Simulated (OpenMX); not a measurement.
Crystal: CdTe.

```xyz
2
Lattice="0.0000 3.2050 3.2050 3.2050 0.0000 3.2050 3.2050 3.2050 0.0000" Properties=species:S:1:pos:R:3 pbc="T T T"
Te    4.8075    4.8075    4.8075
Cd    0.0000    0.0000    0.0000
```

Base run:

- Program: OpenMX 3.8.5
- Functional: PBE
- Potentials or basis: OpenMX 2013 PBE set, Te7.0-s3p2d2, Cd7.0-s3p2d1, grid cutoff 500 Ry
- k mesh: 7 × 7 × 7
- Occupations: fermi-dirac, width 0.05 eV
- Spin: no spin polarisation

Its results: band gap on the k mesh 1.18 eV, direct; pressure 5.6 GPa.

Q: The run is repeated on the same cell with these changes: functional from PBE to LDA; potentials or basis from OpenMX 2013 PBE set, Te7.0-s3p2d2, Cd7.0-s3p2d1, grid cutoff 500 Ry to OpenMX 2013 LDA set, Te7.0-s3p2d2f1, Cd7.0-s3p2d2, grid cutoff 500 Ry. What comes out?

A: Band gap on the k mesh 0.96 eV, direct; pressure 0.7 GPa.

Caveats: spin-orbit coupling is left out, which moves the levels of the heavy elements; the basis of atomic orbitals isn't converged, which shifts pressures, moduli and gaps.

Not every run made on this cell is shown here.
